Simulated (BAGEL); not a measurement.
# C3H9N (propylamine), step by step

We compute the energy (HF/6-31G*), then a single-point energy (NEVPT2(2,2)/6-31G*) of C3H9N (propylamine). 

The results are computed with BAGEL 1.2.2.

## Step 1: Starting point

C3H9N has 13 atoms, charge 0, and is taken as a singlet. As SMILES, `CCCN`. The C1–H5 distance was set to 1.420 Å, away from the relaxed value.

Bond lengths: C1–C2 1.519 Å, C2–C3 1.526 Å, C3–N4 1.453 Å, C1–H6 1.094 Å, C1–H7 1.093 Å, C2–H8 1.097 Å, C2–H9 1.096 Å, C3–H10 1.096 Å, C3–H11 1.095 Å, N4–H12 1.013 Å, N4–H13 1.012 Å. Some angles: C1–C2–C3 113.6°, C2–C3–N4 116.6°, C1–C2–H8 109.8°, C1–C2–H9 109.6°, C3–C2–H8 108.9°, C3–C2–H9 108.5°, C2–C1–H6 111.0°, C2–C1–H7 111.6°, C2–C3–H10 109.2°, C2–C3–H11 109.1°. A long bond or contact: C1–H5 1.420 Å.

## Step 2: The energy at HF/6-31G(d) (density fitting with svp-jkfit, spherical functions) (run 1)

input.json

```json
{ "bagel": [

{
  "title": "molecule",
  "basis": "6-31gs.json",
  "df_basis": "svp-jkfit",
  "angstrom": true,
  "geometry": [
    { "atom": "C", "xyz": [   -1.083525,    0.363812,    0.486176 ] },
    { "atom": "C", "xyz": [   -0.003925,   -0.646688,    0.139476 ] },
    { "atom": "C", "xyz": [    1.393475,   -0.040288,    0.044076 ] },
    { "atom": "N", "xyz": [    1.598375,    0.964512,   -0.985024 ] },
    { "atom": "H", "xyz": [   -2.359000,   -0.251500,    0.588100 ] },
    { "atom": "H", "xyz": [   -0.872825,    0.851312,    1.442976 ] },
    { "atom": "H", "xyz": [   -1.162525,    1.145212,   -0.274524 ] },
    { "atom": "H", "xyz": [   -0.245325,   -1.135588,   -0.812424 ] },
    { "atom": "H", "xyz": [    0.011775,   -1.440688,    0.895076 ] },
    { "atom": "H", "xyz": [    1.656075,    0.412312,    1.007076 ] },
    { "atom": "H", "xyz": [    2.121175,   -0.841088,   -0.121524 ] },
    { "atom": "H", "xyz": [    1.360575,    0.593412,   -1.897324 ] },
    { "atom": "H", "xyz": [    1.003475,    1.768312,   -0.829324 ] }
  ]
},
{
  "title": "hf"
},
{
  "title": "print",
  "file": "orbitals.molden",
  "orbitals": true
}

]}
```

The basis set 6-31G* is read from a file made from the Basis Set Exchange's data (not shown).

Started as:

```
$ BAGEL_NUM_THREADS=1 BAGEL input.json > input.out
```

Standard output:

```text
* using 1 threads per process

  ===============================================================
  ===============================================================

  *** Geometry ***

  { "atom" : "C", "xyz" : [     -2.047566,      0.687505,      0.918739 ] },
  { "atom" : "C", "xyz" : [     -0.007417,     -1.222063,      0.263571 ] },
  { "atom" : "C", "xyz" : [      2.633286,     -0.076133,      0.083292 ] },
  { "atom" : "N", "xyz" : [      3.020491,      1.822664,     -1.861426 ] },
  { "atom" : "H", "xyz" : [     -4.457864,     -0.475266,      1.111348 ] },
  { "atom" : "H", "xyz" : [     -1.649400,      1.608747,      2.726829 ] },
  { "atom" : "H", "xyz" : [     -2.196854,      2.164137,     -0.518775 ] },
  { "atom" : "H", "xyz" : [     -0.463597,     -2.145950,     -1.535259 ] },
  { "atom" : "H", "xyz" : [      0.022252,     -2.722506,      1.691449 ] },
  { "atom" : "H", "xyz" : [      3.129528,      0.779157,      1.903098 ] },
  { "atom" : "H", "xyz" : [      4.008440,     -1.589426,     -0.229647 ] },
  { "atom" : "H", "xyz" : [      2.571114,      1.121386,     -3.585423 ] },
  { "atom" : "H", "xyz" : [      1.896293,      3.341625,     -1.567195 ] },

  Number of auxiliary basis functions:      464

  Since a DF basis is specified, we compute 2- and 3-index integrals:
    o Being stored without compression. Storage requirement is 0.020 GB

  Number of basis functions:       74
  Number of electrons      :       34

    * METHOD: MOLECULE                             0.21

  *** RHF ***

  === Nuclear Repulsion ===
   132.5287989327

      * DIIS with orbital gradients will be used.

  === RHF iteration (6-31gs.json) ===
      0       -173.06547664          0.02002028           0.05
      1       -173.20402718          0.00882565           0.04
      2       -173.23604523          0.00199424           0.04
      3       -173.23783031          0.00025947           0.05
      4       -173.23786600          0.00008634           0.05
      5       -173.23787130          0.00002293           0.05
      6       -173.23787197          0.00000703           0.04
      7       -173.23787204          0.00000201           0.04
      8       -173.23787205          0.00000054           0.05
      9       -173.23787205          0.00000018           0.05
     10       -173.23787205          0.00000006           0.05
     11       -173.23787205          0.00000002           0.04
     12       -173.23787205          0.00000000           0.05
    * SCF iteration converged.

    * Permanent dipole moment:
           (    0.389850,     0.119068,     0.045281) a.u.

    * METHOD: HF                                   0.72

    * METHOD: PRINT                                0.01

  ===============================================================
```

Run time: 1.1 s. Hardware: 1 thread of Arm Neoverse V2, shared host.

## Step 3: The energy at NEVPT2(2,2)/6-31G(d) (density fitting with svp-jkfit, spherical functions, 2 states averaged) (run 2)

input.json: that of step 2 with these lines changed.

```diff
@@ -27,5 +27,11 @@
 {
-  "title": "print",
-  "file": "orbitals.molden",
-  "orbitals": true
+  "title": "nevpt2",
+  "nstate": 2,
+  "nact": 2,
+  "nclosed": 16,
+  "nspin": 0,
+  "active": [16, 18],
+  "maxiter": 200,
+  "natocc": true,
+  "ncore": 4
 }
```

The basis set 6-31G* is read from a file made from the Basis Set Exchange's data (not shown).

Started as:

```
$ BAGEL_NUM_THREADS=1 BAGEL input.json > input.out
```

Standard output:

```text
* using 1 threads per process

  ===============================================================
  ===============================================================

  *** Geometry ***

  { "atom" : "C", "xyz" : [     -2.047566,      0.687505,      0.918739 ] },
  { "atom" : "C", "xyz" : [     -0.007417,     -1.222063,      0.263571 ] },
  { "atom" : "C", "xyz" : [      2.633286,     -0.076133,      0.083292 ] },
  { "atom" : "N", "xyz" : [      3.020491,      1.822664,     -1.861426 ] },
  { "atom" : "H", "xyz" : [     -4.457864,     -0.475266,      1.111348 ] },
  { "atom" : "H", "xyz" : [     -1.649400,      1.608747,      2.726829 ] },
  { "atom" : "H", "xyz" : [     -2.196854,      2.164137,     -0.518775 ] },
  { "atom" : "H", "xyz" : [     -0.463597,     -2.145950,     -1.535259 ] },
  { "atom" : "H", "xyz" : [      0.022252,     -2.722506,      1.691449 ] },
  { "atom" : "H", "xyz" : [      3.129528,      0.779157,      1.903098 ] },
  { "atom" : "H", "xyz" : [      4.008440,     -1.589426,     -0.229647 ] },
  { "atom" : "H", "xyz" : [      2.571114,      1.121386,     -3.585423 ] },
  { "atom" : "H", "xyz" : [      1.896293,      3.341625,     -1.567195 ] },

  Number of auxiliary basis functions:      464

  Since a DF basis is specified, we compute 2- and 3-index integrals:
    o Being stored without compression. Storage requirement is 0.020 GB

  Number of basis functions:       74
  Number of electrons      :       34

    * METHOD: MOLECULE                             0.20

  *** RHF ***

  === Nuclear Repulsion ===
   132.5287989327

      * DIIS with orbital gradients will be used.

  === RHF iteration (6-31gs.json) ===
      0       -173.06547664          0.02002028           0.05
      1       -173.20402718          0.00882565           0.05
      2       -173.23604523          0.00199424           0.05
      3       -173.23783031          0.00025947           0.05
      4       -173.23786600          0.00008634           0.05
      5       -173.23787130          0.00002293           0.05
      6       -173.23787197          0.00000703           0.05
      7       -173.23787204          0.00000201           0.05
      8       -173.23787205          0.00000054           0.05
      9       -173.23787205          0.00000018           0.05
     10       -173.23787205          0.00000006           0.05
     11       -173.23787205          0.00000002           0.05
     12       -173.23787205          0.00000000           0.05
    * SCF iteration converged.

    * Permanent dipole moment:
           (    0.389850,     0.119068,     0.045281) a.u.

    * METHOD: HF                                   0.73

    * freezing 4 orbitals
  ---------------------------
      CASSCF calculation
  ---------------------------

    ==== Active orbitals : =====
         Orbital 16
         Orbital 18
    ============================

    * nstate   :      2
    * nclosed  :     16
    * nact     :      2
    * nvirt    :     56
  === CASSCF iteration (6-31gs.json) ===

    * Using the second-order algorithm

      0  0      -173.23946328     5.05e-03      0.02
      0  1      -172.79513809     0.00e+00      0.02

      1  0      -173.23715938     9.66e-04      0.29
      1  1      -172.81108689     0.00e+00      0.29

      2  0      -173.23014044     1.19e-02      0.26
      2  1      -172.82322643     0.00e+00      0.26

      3  0      -173.21678392     5.86e-03      0.26
      3  1      -172.89953035     0.00e+00      0.26

      4  0      -173.21947494     4.61e-03      0.25
      4  1      -172.93325796     0.00e+00      0.25

      5  0      -173.22631250     5.81e-04      0.24
      5  1      -172.94150143     0.00e+00      0.24

      6  0      -173.22717562     1.18e-05      0.26
      6  1      -172.94086640     0.00e+00      0.26

      7  0      -173.22719347     3.84e-07      0.26
      7  1      -172.94084872     0.00e+00      0.26

      8  0      -173.22719364     3.72e-08      0.25
      8  1      -172.94084854     0.00e+00      0.25

      9  0      -173.22719365     3.65e-09      0.22
      9  1      -172.94084853     0.00e+00      0.22

    * Second-order optimization converged. *

     guess   0:   closed 1.                   open ..
     guess   1:   closed ..                   open 11

  === FCI iteration ===

      0  0      -173.22703783     5.65e-03      0.00
      0  1      -172.94084821     2.05e-04      0.00

      1  0 *    -173.22719365     1.85e-15      0.00
      1  1 *    -172.94084853     2.53e-16      0.00

     * ci vector, state   0, <S^2> = 0.0000
       2.     0.9983544425

     * ci vector, state   1, <S^2> = 0.0000
       ab     0.7060105563
       ba     0.7060105563
       2.    -0.0556560653

  === DF-NEVPT2 calculation ===

    * 3-index integral transformation done
    * assembly done

      NEVPT2 state 0 correlation energy:   -0.5741075225      0.14

          (+0)     -0.4474636730
          (+0)'    -0.0177990554
          (+1)     -0.0184327505
          (+1)'    -0.0015572861
          (+2)     -0.0014144107
          (-1)     -0.0713099559
          (-1)'    -0.0034252083
          (-2)     -0.0127051827

      NEVPT2 state 0 total energy:       -173.8013011774

    * METHOD: NEVPT2                               2.65

  ===============================================================
```

It took 3.9 s on 1 thread of Arm Neoverse V2, shared host.

## Step 4: What came out

| quantity | value |
| --- | --- |
| run 1, HF/6-31G*: total energy | -173.23787 Eh |
| run 1, HF/6-31G*: dipole moment | 1.04 D |
| run 1, HF/6-31G*: HOMO energy | -10.36 eV |
| run 1, HF/6-31G*: LUMO energy | 5.20 eV |
| run 1, HF/6-31G*: HOMO–LUMO gap | 15.57 eV |
| run 2, NEVPT2(2,2)/6-31G*: energy of root 0 | -173.80130 Eh |
